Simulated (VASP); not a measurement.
# BAs in VASP: further runs, part 2 of 2

VASP 6.6.1. The steps go on from the part before.

### 3 Work function, PBE, non-collinear spin, zero start, spin-orbit coupling

File INCAR:

```
SYSTEM = BAs
ALGO = Fast
DIPOL = 0.5 0.5 0.500
EDIFF = 1E-6
ENCUT = 520
GGA = PE
GGA_COMPAT = .FALSE.
IDIPOL = 3
ISIF = 2
ISMEAR = 0
KPAR = 4
LASPH = .TRUE.
LCHARG = .TRUE.
LDIPOL = .TRUE.
LORBIT = 11
LREAL = .FALSE.
LSORBIT = .TRUE.
LVACPOTAV = .TRUE.
LVHAR = .TRUE.
LWAVE = .FALSE.
MAGMOM = 0 0 0 0 0 0
NELM = 80
PREC = Accurate
SIGMA = 0.03
```

File KPOINTS:

```
k-points
0
G
  12 12 1
  0 0 0
```

File POSCAR:

```
BAs                                     
1.0
    3.3671283925      0.0000000000      0.0000000000
   -1.6835641963      2.9160187210      0.0000000000
    0.0000000000      0.0000000000     16.0000000000
  B               As            
     1     1
Direct
     0.3333330000000032    0.6666669999999968    0.5000000000000000
     0.6666669999999968    0.3333330000000032    0.5000000000000000
```

Potentials or basis: VASP PAW PBE potentials, release 64 (B, As).

Started as:

```
> cat potpaw_PBE.64/B/POTCAR potpaw_PBE.64/As/POTCAR > POTCAR
> mpirun -np 4 vasp_ncl > vasp.out
```

OUTCAR:

```text
SYSTEM = BAs
   EDIFF = 1E-6
   ENCUT = 520
   GGA = PE
   ISIF = 2
   ISMEAR = 0
   LASPH = .TRUE.
   LORBIT = 11
   LREAL = .FALSE.
   LSORBIT = .TRUE.
   NELM = 80
   PREC = Accurate

 ion  position               nearest neighbor table
   1  0.333  0.667  0.500-   2 1.94   2 1.94   2 1.94
   2  0.667  0.333  0.500-   1 1.94   1 1.94   1 1.94

  LATTYP: Found a hexagonal cell.
 ALAT       =     3.3671283925
 C/A-ratio  =     4.7518235526

  Lattice vectors:

 A1 = (   3.3671283925,   0.0000000000,   0.0000000000)
 A2 = (  -1.6835641963,   2.9160187210,   0.0000000000)
 A3 = (   0.0000000000,   0.0000000000,  16.0000000000)

Analysis of symmetry for initial positions (statically):
=====================================================================
 Subroutine PRICEL returns:
 Original cell was already a primitive cell.

 Routine SETGRP: Setting up the symmetry group for a
 hexagonal supercell.

 Subroutine GETGRP returns: Found 12 space group operations
 (whereof 12 operations were pure point group operations)
 out of a pool of 24 trial point group operations.

The static configuration has the point symmetry D_3h.

Analysis of symmetry for dynamics (positions and initial velocities):
=====================================================================
 Subroutine PRICEL returns:
 Original cell was already a primitive cell.

 Routine SETGRP: Setting up the symmetry group for a
 hexagonal supercell.

 Subroutine GETGRP returns: Found 12 space group operations
 (whereof 12 operations were pure point group operations)
 out of a pool of 24 trial point group operations.

The dynamic configuration has the point symmetry D_3h.

Analysis of structural, dynamic, and magnetic symmetry:
=====================================================================
 Subroutine PRICEL returns:
 Original cell was already a primitive cell.

 Routine SETGRP: Setting up the symmetry group for a
 hexagonal supercell.

 Subroutine GETGRP returns: Found 12 space group operations
 (whereof 12 operations were pure point group operations)
 out of a pool of 24 trial point group operations.

The overall configuration has the point symmetry D_3h.

 Subroutine INISYM returns: Found 12 space group operations
 (whereof 12 operations are pure point group operations),
 and found     1 'primitive' translations

----------------------------------------------------------------------------------------

                                     Primitive cell

  volume of cell :     157.0978

  direct lattice vectors                    reciprocal lattice vectors
     3.367128393  0.000000000  0.000000000     0.296988972  0.171466663  0.000000000
    -1.683564196  2.916018721  0.000000000     0.000000000  0.342933326  0.000000000
     0.000000000  0.000000000 16.000000000     0.000000000  0.000000000  0.062500000

  length of vectors
     3.367128393  3.367128388 16.000000000     0.342933326  0.342933326  0.062500000

  position of ions in fractional coordinates (direct lattice)
     0.333333000  0.666667000  0.500000000
     0.666667000  0.333333000  0.500000000

  ion indices of the primitive-cell ions
   primitive index   ion index
                 1           1
[... 137 lines left out ...]
 fundamental gap:      0.7359852348
 Fermi energy:        -2.8485019696

 k-point     1 :       0.0000    0.0000    0.0000
  band No.  band energies     occupation
      1     -16.9240      1.00000
      2     -16.9240      1.00000
      3      -7.0209      1.00000
      4      -7.0209      1.00000
      5      -4.6183      1.00000
      6      -4.6183      1.00000
[... 433 lines left out ...]
      3      -9.6808      1.00000
      4      -9.6359      1.00000
      5      -7.4460      1.00000
      6      -7.3615      1.00000
[... 8 lines left out ...]
     15       4.1165      0.00000
     16       4.2213      0.00000

 [... further k-points ...]

------------------------ aborting loop because EDIFF is reached ----------------------------------------

  FORCE on cell =-STRESS in cart. coord.  units (eV):
  Direction    XX          YY          ZZ          XY          YZ          ZX
  --------------------------------------------------------------------------------------
  -------------------------------------------------------------------------------------
  Total        0.7107602      0.7107602     -0.0056309     -0.0000000      0.0000000     -0.0000000
  in kB        7.2487595      7.2487595     -0.0574269     -0.0000000      0.0000000     -0.0000000
  external PRESSURE =       4.8133640 kB  Pullay stress =       0.0000000 kB

 VOLUME and BASIS-vectors are now :
 -----------------------------------------------------------------------------
  energy-cutoff  :      520.00
  volume of cell :      157.10
      direct lattice vectors                 reciprocal lattice vectors
     3.367128393  0.000000000  0.000000000     0.296988972  0.171466663  0.000000000
    -1.683564196  2.916018721  0.000000000     0.000000000  0.342933326  0.000000000
     0.000000000  0.000000000 16.000000000     0.000000000  0.000000000  0.062500000

 POSITION                                       TOTAL-FORCE (eV/Angst)
 -----------------------------------------------------------------------------------
     -0.00000      1.94401      8.00000         0.000000     -0.000000      0.000000
      1.68357      0.97201      8.00000        -0.000000      0.000000      0.000000
 -----------------------------------------------------------------------------------
    total drift:                               -0.000127      0.000073     -0.000000

  FREE ENERGIE OF THE ION-ELECTRON SYSTEM (eV)
  ---------------------------------------------------
  free  energy   TOTEN  =       -10.6493175252 eV

  energy  without entropy=      -10.6493175252  energy(sigma->0) =      -10.64931753

 vacuum level on the upper side and lower side of the slab         1.847         1.847

 Spin-Orbit-Coupling matrix elements

 Ion:    1  E_soc:     -0.0000276
 l=   1
     0.0000000    -0.0000061    -0.0000016
    -0.0000061     0.0000000    -0.0000061
    -0.0000016    -0.0000061     0.0000000
 l=   2
     0.0000000     0.0000000     0.0000000     0.0000000     0.0000000
     0.0000000     0.0000000     0.0000000     0.0000000     0.0000000
     0.0000000     0.0000000     0.0000000     0.0000000     0.0000000
     0.0000000     0.0000000     0.0000000     0.0000000     0.0000000
     0.0000000     0.0000000     0.0000000     0.0000000     0.0000000
 l=   3
     0.0000000     0.0000000     0.0000000     0.0000000     0.0000000     0.0000000     0.0000000
     0.0000000     0.0000000     0.0000000     0.0000000     0.0000000     0.0000000     0.0000000
     0.0000000     0.0000000     0.0000000     0.0000000     0.0000000     0.0000000     0.0000000
     0.0000000     0.0000000     0.0000000     0.0000000     0.0000000     0.0000000     0.0000000
     0.0000000     0.0000000     0.0000000     0.0000000     0.0000000     0.0000000     0.0000000
     0.0000000     0.0000000     0.0000000     0.0000000     0.0000000     0.0000000     0.0000000
     0.0000000     0.0000000     0.0000000     0.0000000     0.0000000     0.0000000     0.0000000

 Ion:    2  E_soc:     -0.0216493
 l=   1
     0.0000000    -0.0037124    -0.0033284
    -0.0037124     0.0000000    -0.0037124
    -0.0033284    -0.0037124     0.0000000
 l=   2
     0.0000000    -0.0000060     0.0000000    -0.0000060    -0.0000378
    -0.0000060     0.0000000    -0.0000041    -0.0000013    -0.0000060
     0.0000000    -0.0000041     0.0000000    -0.0000041     0.0000000
    -0.0000060    -0.0000013    -0.0000041     0.0000000    -0.0000060
    -0.0000378    -0.0000060     0.0000000    -0.0000060     0.0000000
 l=   3
     0.0000000     0.0000000     0.0000000     0.0000000     0.0000000     0.0000000     0.0000000
     0.0000000     0.0000000     0.0000000     0.0000000     0.0000000     0.0000000     0.0000000
     0.0000000     0.0000000     0.0000000     0.0000000     0.0000000     0.0000000     0.0000000
     0.0000000     0.0000000     0.0000000     0.0000000     0.0000000     0.0000000     0.0000000
     0.0000000     0.0000000     0.0000000     0.0000000     0.0000000     0.0000000     0.0000000
     0.0000000     0.0000000     0.0000000     0.0000000     0.0000000     0.0000000     0.0000000
     0.0000000     0.0000000     0.0000000     0.0000000     0.0000000     0.0000000     0.0000000

 total charge

# of ion       s       p       d       tot
------------------------------------------
    1        0.684   1.171   0.000   1.855
    2        1.167   1.721   0.073   2.960
--------------------------------------------------
tot          1.851   2.891   0.073   4.815

 magnetization (x)

# of ion       s       p       d       tot
------------------------------------------
    1        0.000  -0.000   0.000  -0.000
    2       -0.000  -0.000  -0.000  -0.000
--------------------------------------------------
tot         -0.000  -0.000  -0.000  -0.000

 magnetization (y)

# of ion       s       p       d       tot
------------------------------------------
    1        0.000   0.000   0.000   0.000
    2       -0.000   0.000   0.000   0.000
--------------------------------------------------
tot         -0.000   0.000   0.000   0.000

 magnetization (z)

# of ion       s       p       d       tot
------------------------------------------
    1       -0.000   0.000   0.000  -0.000
    2       -0.000   0.000   0.000  -0.000
--------------------------------------------------
tot         -0.000   0.000   0.000  -0.000
```

Wall time 5 min (4 MPI ranks of Intel Xeon Platinum 8488C (Sapphire Rapids), shared host); peak memory 0.81 GiB.

Results:

- Free energy: -10.6493 eV
- Net moment: 0.00 μB per cell
- Valence electrons inside the program's atomic spheres: B 1.85; As 2.96
- Work function of the upper face: 4.70 eV
- Work function of the lower face: 4.70 eV

Moments on the atoms (μB; x, y, z):
```
B   0.00 0.00 0.00
As  0.00 0.00 0.00
```

### 4 Work function, HSE06

POSCAR is that of step 3.

File INCAR.step1:

```
SYSTEM = BAs
ALGO = Normal
DIPOL = 0.5 0.5 0.500
EDIFF = 1E-5
ENCUT = 520
GGA = PE
IDIPOL = 3
ISIF = 2
ISMEAR = 0
KPAR = 4
LASPH = .TRUE.
LDIPOL = .TRUE.
LREAL = .FALSE.
LWAVE = .TRUE.
NELM = 80
PREC = Accurate
SIGMA = 0.03
```

File INCAR.step2:

```
SYSTEM = BAs
ALGO = Normal
DIPOL = 0.5 0.5 0.500
EDIFF = 1E-6
ENCUT = 520
GGA = PE
HFSCREEN = 0.2
IDIPOL = 3
ISIF = 2
ISMEAR = 0
ISTART = 1
KPAR = 4
LASPH = .TRUE.
LCHARG = .TRUE.
LDIPOL = .TRUE.
LHFCALC = .TRUE.
LREAL = .FALSE.
LVACPOTAV = .TRUE.
LVHAR = .TRUE.
LWAVE = .FALSE.
NELM = 80
PREC = Accurate
PRECFOCK = Fast
SIGMA = 0.03
```

File KPOINTS:

```
k-points
0
G
  6 6 1
  0 0 0
```

Potentials or basis: VASP PAW PBE potentials, release 64 (B, As).

Started as:

```
> cat potpaw_PBE.64/B/POTCAR potpaw_PBE.64/As/POTCAR > POTCAR
> cp INCAR.step1 INCAR
> mpirun -np 4 vasp_std > vasp.out
> cp INCAR.step2 INCAR
> mpirun -np 4 vasp_std > vasp.out
```

OUTCAR:

```text
SYSTEM = BAs
   EDIFF = 1E-6
   ENCUT = 520
   GGA = PE
   HFSCREEN = 0.2
   ISIF = 2
   ISMEAR = 0
   ISTART = 1
   LASPH = .TRUE.
   LHFCALC = .TRUE.
   LREAL = .FALSE.
   NELM = 80
   PREC = Accurate
   PRECFOCK = Fast

 ion  position               nearest neighbor table
   1  0.333  0.667  0.500-   2 1.94   2 1.94   2 1.94
   2  0.667  0.333  0.500-   1 1.94   1 1.94   1 1.94

  LATTYP: Found a hexagonal cell.
 ALAT       =     3.3671283925
[... 263 lines left out ...]

  FORCE on cell =-STRESS in cart. coord.  units (eV):
  Direction    XX          YY          ZZ          XY          YZ          ZX
  --------------------------------------------------------------------------------------
  -------------------------------------------------------------------------------------
  Total       -0.1211020     -0.1211020     -0.0322811      0.0000000     -0.0000000      0.0000000
  in kB       -1.2350709     -1.2350709     -0.3292217      0.0000000     -0.0000000      0.0000000
  external PRESSURE =      -0.9331212 kB  Pullay stress =       0.0000000 kB

 VOLUME and BASIS-vectors are now :
 -----------------------------------------------------------------------------
  energy-cutoff  :      520.00
  volume of cell :      157.10
      direct lattice vectors                 reciprocal lattice vectors
     3.367128393  0.000000000  0.000000000     0.296988972  0.171466663  0.000000000
    -1.683564196  2.916018721  0.000000000     0.000000000  0.342933326  0.000000000
     0.000000000  0.000000000 16.000000000     0.000000000  0.000000000  0.062500000

 POSITION                                       TOTAL-FORCE (eV/Angst)
 -----------------------------------------------------------------------------------
     -0.00000      1.94401      8.00000         0.000000      0.000000      0.000000
      1.68357      0.97201      8.00000        -0.000000      0.000000      0.000000
 -----------------------------------------------------------------------------------
    total drift:                               -0.000107      0.000049     -0.000000

  FREE ENERGIE OF THE ION-ELECTRON SYSTEM (eV)
  ---------------------------------------------------
  free  energy   TOTEN  =       -12.3931963850 eV

  energy  without entropy=      -12.3931963850  energy(sigma->0) =      -12.39319638

 vacuum level on the upper side and lower side of the slab         1.853         1.853
```

OUTCAR.step1:

```text
SYSTEM = BAs
   EDIFF = 1E-5
   ENCUT = 520
   GGA = PE
   ISIF = 2
   ISMEAR = 0
   LASPH = .TRUE.
[... 287 lines left out ...]
     -0.00000      1.94401      8.00000         0.000000     -0.000000      0.000000
      1.68357      0.97201      8.00000        -0.000000      0.000000      0.000000
 -----------------------------------------------------------------------------------
    total drift:                               -0.000127      0.000073      0.000000

  FREE ENERGIE OF THE ION-ELECTRON SYSTEM (eV)
  ---------------------------------------------------
  free  energy   TOTEN  =       -10.6243273707 eV

  energy  without entropy=      -10.6243273707  energy(sigma->0) =      -10.62432737

 vacuum level on the upper side and lower side of the slab         1.745         1.745
```

OSZICAR.step1:

```text
N       E                     dE             d eps       ncg     rms          rms(c)
DAV:   1     0.482830990496E+02    0.48283E+02   -0.26907E+03   112   0.676E+02
DAV:   2    -0.745445970577E+01   -0.55738E+02   -0.50552E+02   168   0.967E+01
DAV:   3    -0.113224627976E+02   -0.38680E+01   -0.38680E+01   168   0.419E+01
[... 11 lines left out ...]
DAV:  15    -0.106242576099E+02   -0.22780E-03   -0.50159E-05   152   0.297E-02    0.751E-03
DAV:  16    -0.106242961800E+02   -0.38570E-04   -0.82676E-06   152   0.145E-02    0.375E-03
DAV:  17    -0.106243161653E+02   -0.19985E-04   -0.12187E-06   136   0.503E-03    0.102E-03
DAV:  18    -0.106243262488E+02   -0.10083E-04   -0.79992E-07   128   0.351E-03    0.164E-03
DAV:  19    -0.106243273707E+02   -0.11220E-05   -0.73098E-08   144   0.130E-03
   1 F= -.10624327E+02 E0= -.10624327E+02  d E =-.228984E-17
```

Wall time 81 s (4 MPI ranks of Intel Xeon Platinum 8488C (Sapphire Rapids), shared host); peak memory 0.37 GiB.

What came out:

* Free energy: -12.3932 eV
* Band gap on the k mesh: 1.17 eV, direct
* Ionisation potential of the upper face: 5.19 eV

Caveat: the PAW data sets were made with another functional, which shifts forces and pressure a little.

### 5 Summary

```csv
level,spin,k mesh,further INCAR settings,grid for exact exchange (PRECFOCK),screening parameter,gap on the mesh (eV)
PBE,off,12 × 12 × 1,ALGO = Fast; EDIFF = 1e-06,-,-,0.74
PBE,"non-collinear, zero start, SOC",12 × 12 × 1,ALGO = Fast; EDIFF = 1e-06,-,-,-
HSE06,off,6 × 6 × 1,ALGO = Normal; EDIFF = 1e-06,Fast,0.2 1/A,1.17
```

Alike in all rows: task work function; potentials or basis VASP PAW PBE potentials, release 64 (B, As); cell as given; cutoff (eV) 520; smearing gaussian 0.03 eV.

Caveats: the PAW data sets were made with another functional, which shifts forces and pressure a little (some runs).

Total energies depend on the potentials used, so only differences within one code and one set of settings carry meaning.
